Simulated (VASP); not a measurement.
**Rb: single point with PBE**

Crystal: Rb.

```
Rb
1.0
     0.00000    3.63988    3.63988
     3.63988    0.00000    3.63988
     3.63988    4.54986    0.90997
Rb
1
Direct
  0.00000 0.00000 0.00000
```

```yaml
Program: VASP 6.6.1
Task: single point
Functional: PBE
Potentials_or_basis: VASP PAW PBE potentials, release 64 (Rb_sv)
Cutoff: 520 eV
k_mesh: 4 × 4 × 4
Occupations: fermi-dirac, width 0.1 eV
Spin: no spin polarisation
Dipole_correction: no
Further_INCAR_settings: ALGO = Fast; EDIFF = 1e-06; NBANDS = 10
```

| Property | Result |
| --- | --- |
| Pressure | -0.1 GPa |
| Band gap on the k mesh | none (metal or under the smearing width) |

Stress tensor (GPa, compression positive):
```
-0.02 -0.05 -0.11
-0.05 -0.06  0.01
-0.11  0.01 -0.11
```

Levels at points of the mesh, in eV from the Fermi level:
| k point | band 1 | band 2 | band 3 | band 4 | band 5 | band 6 | band 7 | band 8 | band 9 |
| --- | --- | --- | --- | --- | --- | --- | --- | --- | --- |
| (0.00, 0.00, 0.00) | -28.96 | -13.01 | -13.00 | -12.99 | -1.90 | 3.00 | 3.49 | 3.96 | 4.44 |
| (0.50, 0.00, 0.00) | -28.95 | -13.11 | -13.03 | -13.01 | 0.52 | 1.11 | 2.48 | 3.61 | 4.64 |
| (0.00, 0.50, 0.00) | -28.95 | -13.07 | -13.02 | -13.00 | 0.14 | 0.62 | 2.46 | 4.39 | 4.76 |
| (0.50, 0.50, 0.00) | -28.95 | -13.10 | -13.05 | -13.02 | 1.03 | 1.52 | 2.23 | 2.98 | 4.41 |
| (0.00, 0.00, 0.50) | -28.95 | -13.11 | -13.01 | -13.00 | 0.15 | 0.62 | 3.33 | 3.58 | 4.53 |
| (0.50, 0.00, 0.50) | -28.95 | -13.07 | -13.03 | -13.00 | 0.26 | 0.74 | 2.16 | 4.41 | 4.60 |
| (0.00, 0.50, 0.50) | -28.95 | -13.11 | -13.04 | -13.01 | 0.66 | 1.34 | 2.06 | 4.00 | 4.23 |
| (0.50, 0.50, 0.50) | -28.95 | -13.07 | -13.01 | -12.99 | -0.08 | 0.42 | 2.94 | 4.25 | 4.96 |

Wall time 65 s on 1 thread of Intel(R) Xeon(R) Platinum 8488C (Sapphire Rapids) (shared host), peak memory 0.25 GiB.

Caveat: the k mesh is coarse (spacing up to 0.41 Å⁻¹), so the values aren't converged.
